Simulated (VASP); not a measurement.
# AlN (R-3m) in VASP: further runs

The runs below take AlN through single point, with LDA.

Program: VASP 6.6.1. These are calculated values, not measurements. Logs are shortened: lines on timing, memory, paths and dates and some standing lists are left out, and cuts for length are marked.

## (1) The structure

Symmetry: R-3m, No. 166, trigonal system. The conventional cell has a = 3.037 Å, b = 3.037 Å, c = 6.324 Å, α = 90.00°, β = 90.00°, γ = 120.00°. Al (site symmetry -3m) has 6 N at 2.05 Å as nearest neighbours. N (site symmetry -3m) is surrounded by 6 Al at 2.05 Å.

Measurements of this composition are mostly on another form, of space group No. 186.

## (2) Single point, LDA

Input file INCAR:

```
  ALGO = Normal
  EDIFF = 1E-7
  ENCUT = 520
  GGA = CA
  ISIF = 2
  ISMEAR = 0
  LASPH = T
  LCHARG = T
  LELF = T
  LREAL = F
  LVHAR = T
  LWAVE = F
  NBANDS = 11
  NELM = 60
  PREC = Accurate
  SIGMA = 0.05
```

Input file KPOINTS:

```
k-points
0
Gamma
  10 10 10
```

Input file POSCAR:

```
AlN
1.0
   -0.2147773904      1.9329965137      1.9329965137
    1.9329965137     -0.2147773904      1.9329965137
    1.9329965137      1.9329965137     -0.2147773904
Al N
1 1
Direct
    0.5000000000      0.5000000000      0.5000000000
    0.0000000000      0.0000000000      0.0000000000
```

Potentials or basis: VASP PAW LDA potentials, release 64 (Al, N).

On the command line:

```console
cat potpaw_LDA.64/Al/POTCAR potpaw_LDA.64/N/POTCAR > POTCAR
mpirun -np 1 vasp_std > vasp.out
```

OUTCAR:

```text
EDIFF = 1E-7
   ENCUT = 520
   GGA = CA
   ISIF = 2
   ISMEAR = 0
   LASPH = T
   LREAL = F
   NELM = 60
   PREC = Accurate

 ion  position               nearest neighbor table
   1  0.500  0.500  0.500-   2 2.05   2 2.05   2 2.05   2 2.05   2 2.05   2 2.05
   2  0.000  0.000  0.000-   1 2.05   1 2.05   1 2.05   1 2.05   1 2.05   1 2.05

  LATTYP: Found a trigonal (rhomboedric) cell.
 ALAT       =     2.7420941580
 COS(alpha) =     0.3865030675

  Lattice vectors:

 A1 = (  -0.2147773904,   1.9329965137,   1.9329965137)
 A2 = (   1.9329965137,  -0.2147773904,   1.9329965137)
 A3 = (   1.9329965137,   1.9329965137,  -0.2147773904)

Analysis of symmetry for initial positions (statically):
=====================================================================
 Subroutine PRICEL returns:
 Original cell was already a primitive cell.

 Routine SETGRP: Setting up the symmetry group for a
 trigonal (rhombohedral) supercell.

 Subroutine GETGRP returns: Found 12 space group operations
 (whereof 12 operations were pure point group operations)
 out of a pool of 12 trial point group operations.

The static configuration has the point symmetry D_3d.

Analysis of symmetry for dynamics (positions and initial velocities):
=====================================================================
 Subroutine PRICEL returns:
 Original cell was already a primitive cell.

 Routine SETGRP: Setting up the symmetry group for a
 trigonal (rhombohedral) supercell.

 Subroutine GETGRP returns: Found 12 space group operations
 (whereof 12 operations were pure point group operations)
 out of a pool of 12 trial point group operations.

The dynamic configuration has the point symmetry D_3d.

 Subroutine INISYM returns: Found 12 space group operations
 (whereof 12 operations are pure point group operations),
 and found     1 'primitive' translations

----------------------------------------------------------------------------------------

                                     Primitive cell

  volume of cell :      16.8428

  direct lattice vectors                    reciprocal lattice vectors
    -0.214777390  1.932996514  1.932996514    -0.219105109  0.246493248  0.246493248
     1.932996514 -0.214777390  1.932996514     0.246493248 -0.219105109  0.246493248
     1.932996514  1.932996514 -0.214777390     0.246493248  0.246493248 -0.219105109

  length of vectors
     2.742094158  2.742094158  2.742094158     0.411734005  0.411734005  0.411734005

  position of ions in fractional coordinates (direct lattice)
     0.500000000  0.500000000  0.500000000
     0.000000000  0.000000000  0.000000000

  ion indices of the primitive-cell ions
   primitive index   ion index
                 1           1
                 2           2

----------------------------------------------------------------------------------------

 KPOINTS: k-points

Automatic generation of k-mesh.
 Grid dimensions read from file:
 generate k-points for:   10   10   10

 Generating k-lattice:

  Cartesian coordinates                     Fractional coordinates (reciprocal lattice)
    -0.021910511  0.024649325  0.024649325     0.100000000  0.000000000  0.000000000
     0.024649325 -0.021910511  0.024649325     0.000000000  0.100000000  0.000000000
     0.024649325  0.024649325 -0.021910511     0.000000000  0.000000000  0.100000000

  Length of vectors
     0.041173401  0.041173401  0.041173401

  Shift w.r.t. Gamma in fractional coordinates (k-lattice)
     0.000000000  0.000000000  0.000000000

 Subroutine IBZKPT returns following result:
 ===========================================

 Found    116 irreducible k-points:

 Following reciprocal coordinates:
            Coordinates               Weight
  0.000000  0.000000  0.000000      1.000000
  0.100000  0.000000  0.000000      6.000000
  0.200000  0.000000  0.000000      6.000000
  0.300000 -0.000000 -0.000000      6.000000
  0.400000  0.000000 -0.000000      6.000000
  0.500000  0.000000 -0.000000      3.000000
[... 16 lines left out ...]
  0.300000  0.300000 -0.000000      6.000000
  0.400000  0.300000  0.000000     12.000000
 [... further k-points ...]
   k-points           NKPTS =    116   k-points in BZ     NKDIM =    116   number of bands    NBANDS=     11
   number of dos      NEDOS =    301   number of ions     NIONS =      2
   total plane-waves  NPLWV =   8000
   dimension x,y,z NGX =    20 NGY =   20 NGZ =   20
   dimension x,y,z NGXF=    40 NGYF=   40 NGZF=   40
   ions per type =               1   1
   NGX,Y,Z   is equivalent  to a cutoff of  12.13, 12.13, 12.13 a.u.
   NGXF,Y,Z  is equivalent  to a cutoff of  24.25, 24.25, 24.25 a.u.
 SYSTEM =  unknown system
   PREC   = accura    normal or accurate (medium, high low for compatibility)
   ISTART =      0    job   : 0-new  1-cont  2-samecut
   ICHARG =      2    charge: 1-file 2-atom 10-const
   ISPIN  =      1    spin polarized calculation?
   LNONCOLLINEAR =      F non collinear calculations
   LSORBIT =      F    spin-orbit coupling
   LASPH  =      T    aspherical Exc in radial PAW
   ENCUT  =  520.0 eV  38.22 Ry    6.18 a.u.   5.10  5.10  5.10*2*pi/ulx,y,z
   NELM   =     60;   NELMIN=  2; NELMDL= -5     # of ELM steps
   EDIFF  = 0.1E-06   stopping-criterion for ELM
   LREAL  =      F    real-space projection
   EDIFFG = 0.1E-05   stopping-criterion for IOM
   NSW    =      0    number of steps for IOM
   IBRION =     -1    ionic relax: 0-MD 1-quasi-New 2-CG
   NFREE  =      0    steps in history (QN), initial steepest desc. (CG)
   ISIF   =      2    stress and relaxation
   ISYM   =      2    0-nonsym 1-usesym 2-fastsym
   POTIM  = 0.5000    time-step for ionic-motion
   TEBEG  =    0.0;   TEEND  =   0.0 temperature during run
   PSTRESS=    0.0 pullay stress
   NELECT =       8.0000    total number of electrons
   NUPDOWN=      -1.0000    fix difference up-down
   EMIN   =  10.00;   EMAX   =-10.00  energy-range for DOS
   EFERMI =   0.00;   METHOD = LEGACY
   ISMEAR =     0;   SIGMA  =   0.05  broadening in eV -4-tet -1-fermi 0-gaus
   EFERMI_NEDOS =   21; number of points for ismear=-14 and -15
   IALGO  =     38    algorithm
   IMIX   =      4    mixing-type and parameters
     AMIX     =   0.40;   BMIX     =  1.00
     AMIX_MAG =   1.60;   BMIX_MAG =  1.00
  volume/ion in A,a.u.               =       8.42        56.83
  Fermi-wavevector in a.u.,A,eV,Ry     =   1.277321  2.413786 22.198561  1.631548
  Thomas-Fermi vector in A             =   2.409927
   LORBIT       =      0    0 simple, 1 ext, 2 COOP (PROOUT), +10 PAW based schemes
   GGA     = CA    functional components
   LHFCALC =     F    Hartree Fock is set to
   AEXX    =    0.0000 exact exchange contribution
   IVDW    =     0    specifies the selected vdW correction
   LEPSILON=     F    determine dielectric tensor
   LRPA    =     F    only Hartree local field effects (RPA)
 non-spin polarized calculation
 Gauss-broadening in eV      SIGMA  =   0.05
  energy-cutoff  :      520.00
  volume of cell :       16.84
 maximum number of plane-waves:       464
   NGX = 11   NGY = 11   NGZ = 11

 number of electron       8.0000001 magnetization

 Free energy of the ion-electron system (eV)
  ---------------------------------------------------
  ext. energy  EPLUGINS =         0.00000000
  ---------------------------------------------------
  free energy    TOTEN  =       -15.71343198 eV

  energy without entropy =      -15.71343198  energy(sigma->0) =      -15.71343198

 E-fermi :  10.9677     XC(G=0): -12.4973

 val. band max:       10.6987988255   @ k =   0.0000   0.0000   0.0000
 cond. band min:      12.5066770348   @ k =   0.5000   0.5000  -0.0000
 fundamental gap:      1.8078782093
 Fermi energy:        10.9677224704

 k-point     1 :       0.0000    0.0000    0.0000
  band No.  band energies     occupation
      1      -7.7028      2.00000
      2       8.9644      2.00000
      3       8.9644      2.00000
      4      10.6988      2.00000
      5      14.2965      0.00000
      6      19.8846      0.00000
      7      19.8846      0.00000
      8      25.4487      0.00000
      9      26.1110      0.00000
     10      27.4414      0.00000
     11      27.4415      0.00000

 k-point     2 :       0.1000    0.0000    0.0000
  band No.  band energies     occupation
      1      -7.5118      2.00000
      2       8.0137      2.00000
      3       8.8975      2.00000
      4      10.4592      2.00000
      5      14.9541      0.00000
      6      19.6015      0.00000
      7      20.2334      0.00000
      8      25.2131      0.00000
      9      25.6214      0.00000
     10      25.7695      0.00000
     11      27.6719      0.00000

 k-point     3 :       0.2000    0.0000    0.0000
  band No.  band energies     occupation
      1      -6.9559      2.00000
      2       5.9156      2.00000
      3       8.7354      2.00000
      4      10.1278      2.00000
      5      15.8319      0.00000
      6      19.3558      0.00000
      7      21.0504      0.00000
      8      23.6229      0.00000
      9      24.6349      0.00000
     10      26.6130      0.00000
     11      27.5773      0.00000
[... 267 lines left out ...]
 k-point    23 :       0.3000    0.3000   -0.0000
  band No.  band energies     occupation
      1      -5.4087      2.00000
      2       4.8194      2.00000
      3       6.5914      2.00000
      4       8.6198      2.00000
      5      14.6585      0.00000
      6      17.7447      0.00000
      7      20.2275      0.00000
      8      23.7102      0.00000
      9      26.1837      0.00000
     10      29.7673      0.00000
     11      32.0505      0.00000

 k-point    24 :       0.4000    0.3000    0.0000
  band No.  band energies     occupation
      1      -4.6515      2.00000
      2       3.6475      2.00000
      3       6.0602      2.00000
      4       8.4273      2.00000
      5      14.5250      0.00000
      6      17.2626      0.00000
      7      20.5924      0.00000
      8      24.3430      0.00000
      9      26.0316      0.00000
     10      31.0225      0.00000
     11      33.2041      0.00000

 [... further k-points ...]

------------------------ aborting loop because EDIFF is reached ----------------------------------------

  FORCE on cell =-STRESS in cart. coord.  units (eV):
  Direction    XX          YY          ZZ          XY          YZ          ZX
  --------------------------------------------------------------------------------------
  -------------------------------------------------------------------------------------
  Total       -0.9111930     -0.9111930     -0.9111930      2.7940023      2.7940023      2.7940023
  in kB      -86.6774958    -86.6774958    -86.6774958    265.7802714    265.7802714    265.7802714
  external PRESSURE =     -86.6774958 kB  Pullay stress =       0.0000000 kB

 VOLUME and BASIS-vectors are now :
 -----------------------------------------------------------------------------
  energy-cutoff  :      520.00
  volume of cell :       16.84
      direct lattice vectors                 reciprocal lattice vectors
    -0.214777390  1.932996514  1.932996514    -0.219105109  0.246493248  0.246493248
     1.932996514 -0.214777390  1.932996514     0.246493248 -0.219105109  0.246493248
     1.932996514  1.932996514 -0.214777390     0.246493248  0.246493248 -0.219105109

 POSITION                                       TOTAL-FORCE (eV/Angst)
 -----------------------------------------------------------------------------------
      1.82561      1.82561      1.82561        -0.000000      0.000000     -0.000000
      0.00000      0.00000      0.00000         0.000000      0.000000      0.000000
 -----------------------------------------------------------------------------------
    total drift:                                0.000000     -0.000000     -0.000000

  FREE ENERGIE OF THE ION-ELECTRON SYSTEM (eV)
  ---------------------------------------------------
  free  energy   TOTEN  =       -15.7134319802 eV

  energy  without entropy=      -15.7134319802  energy(sigma->0) =      -15.71343198
```

Wall time 12 s (1 thread of AMD EPYC 7R13 (Zen 3), shared host); peak memory 0.09 GiB.

Results:

* Free energy: -15.7134 eV
* Pressure: -8.7 GPa
* Band gap on the k mesh: 1.81 eV, indirect (least direct gap 3.60 eV)

A k mesh can miss the band edges.

## (3) Single point, LDA

This run uses another cell than the first one, of the same volume but with other edges.

Input file INCAR:

```
PREC = Accurate
ENCUT = 520
EDIFF = 1E-7
ISMEAR = 0
SIGMA = 0.05
LREAL = False
LASPH = True
NELM = 80
ALGO = Normal
ISIF = 2
LWAVE = False
LCHARG = True
GGA = CA
LELF = True
LVHAR = True
NBANDS = 11
```

Input file KPOINTS:

```
regular mesh
0
Gamma
  10 10 10
```

Input file POSCAR:

```
AlN
1.0
   -0.0972688993      1.9870646567      1.9870646567
    1.9870646567     -0.0972688993      1.9870646567
    1.9870646567      1.9870646567     -0.0972688993
Al N
1 1
Direct
    0.5000000000      0.5000000000      0.5000000000
    0.0000000000      0.0000000000      0.0000000000
```

Potentials or basis: VASP PAW LDA potentials, release 64 (Al, N).

On the command line:

```console
cat potpaw_LDA.64/Al/POTCAR potpaw_LDA.64/N/POTCAR > POTCAR
mpirun -np 1 vasp_std > vasp.out
```

Wall time 18 s (1 thread of AMD EPYC 7R13 (Zen 3), shared host); peak memory 0.1 GiB.

It converged, with:

```
Free energy            : -16.1013 eV
Pressure               : -10.0 GPa
Band gap on the k mesh : 3.23 eV, indirect (least direct gap 4.68 eV)
```

Stress tensor (GPa, compression positive):
```
-10.05  13.63  13.63
 13.63 -10.05  13.63
 13.63  13.63 -10.05
```

Levels at points of the mesh, in eV from the valence-band top:
```csv
k point,band 1,band 2,band 3,band 4,band 5,band 6,band 7,band 8,band 9
"(0.00, 0.00, 0.00)",-17.84,-0.91,-0.91,0.00,4.68,10.62,10.62,13.13,16.07
"(0.50, 0.00, 0.00)",-14.69,-9.00,-1.76,-1.16,5.57,10.02,11.05,11.86,15.31
"(0.50, 0.50, 0.00)",-13.57,-7.89,-3.86,-2.84,3.23,5.09,12.76,15.76,16.56
"(0.50, 0.50, 0.50)",-14.18,-8.32,-2.13,-2.13,4.46,8.96,8.96,12.72,14.44
```

## (4) Single point, LDA

This run uses another cell than the first one, of the same volume but with other edges.

Input file INCAR:

```
PREC = Accurate
ENCUT = 520
EDIFF = 1E-7
ISMEAR = 0
SIGMA = 0.05
LREAL = F
LASPH = T
NELM = 80
ALGO = Normal
ISIF = 2
LWAVE = F
LCHARG = F
NBANDS = 11
```

KPOINTS is that of step 3.

Input file POSCAR:

```
AlN
1.0
    0.1057594084      2.0887483153      2.0887483153
    2.0887483153      0.1057594084      2.0887483153
    2.0887483153      2.0887483153      0.1057594084
Al N
1 1
Direct
    0.5000000000      0.5000000000      0.5000000000
    0.0000000000      0.0000000000      0.0000000000
```

Potentials or basis: VASP PAW LDA potentials, release 64 (Al, N).

On the command line:

```console
cat potpaw_LDA.64/Al/POTCAR potpaw_LDA.64/N/POTCAR > POTCAR
mpirun -np 1 vasp_std > vasp.out
```

OUTCAR:

```text
PREC = Accurate
   ENCUT = 520
   EDIFF = 1E-7
   ISMEAR = 0
   LREAL = F
   LASPH = T
   NELM = 80
   ISIF = 2

 ion  position               nearest neighbor table
   1  0.500  0.500  0.500-   2 2.04   2 2.04   2 2.04   2 2.04   2 2.04   2 2.04
   2  0.000  0.000  0.000-   1 2.04   1 2.04   1 2.04   1 2.04   1 2.04   1 2.04

  LATTYP: Found a trigonal (rhomboedric) cell.
 ALAT       =     2.9558288350
 COS(alpha) =     0.5499279885

  Lattice vectors:

[... 524 lines left out ...]

------------------------ aborting loop because EDIFF is reached ----------------------------------------

  FORCE on cell =-STRESS in cart. coord.  units (eV):
  Direction    XX          YY          ZZ          XY          YZ          ZX
  --------------------------------------------------------------------------------------
  -------------------------------------------------------------------------------------
  Total       -1.0427330     -1.0427330     -1.0427330     -1.7857809     -1.7857809     -1.7857809
  in kB      -99.1902764    -99.1902764    -99.1902764   -169.8729154   -169.8729154   -169.8729154
  external PRESSURE =     -99.1902764 kB  Pullay stress =       0.0000000 kB

 VOLUME and BASIS-vectors are now :
 -----------------------------------------------------------------------------
  energy-cutoff  :      520.00
  volume of cell :       16.84
      direct lattice vectors                 reciprocal lattice vectors
     0.105759408  2.088748315  2.088748315    -0.258370421  0.245918835  0.245918835
     2.088748315  0.105759408  2.088748315     0.245918835 -0.258370421  0.245918835
     2.088748315  2.088748315  0.105759408     0.245918835  0.245918835 -0.258370421

 POSITION                                       TOTAL-FORCE (eV/Angst)
 -----------------------------------------------------------------------------------
      2.14163      2.14163      2.14163         0.000000      0.000000      0.000000
      0.00000      0.00000      0.00000        -0.000000     -0.000000     -0.000000
 -----------------------------------------------------------------------------------
    total drift:                                0.000000     -0.000000     -0.000000

  FREE ENERGIE OF THE ION-ELECTRON SYSTEM (eV)
  ---------------------------------------------------
  free  energy   TOTEN  =       -16.0742403748 eV

  energy  without entropy=      -16.0742403748  energy(sigma->0) =      -16.07424037
```

stdout:

```text
POSCAR found type information on POSCAR AlN
 POSCAR found :  2 types and       2 ions
 scaLAPACK will be used
 LDA part: xc-table for (Slater(with rela. corr.)+CA(PZ))
 , standard interpolation
 POSCAR, INCAR and KPOINTS ok, starting setup
 FFT: planning ... GRIDC
 FFT: planning ... GRID_SOFT
 FFT: planning ... GRID
 WAVECAR not read
 entering main loop
```

It took 16 s on 1 thread of AMD EPYC 7R13 (Zen 3), shared host; peak memory 0.1 GiB.

What came out:

```
Free energy            : -16.0742 eV
Pressure               : -9.9 GPa
Band gap on the k mesh : 3.40 eV, indirect (least direct gap 4.73 eV)
```
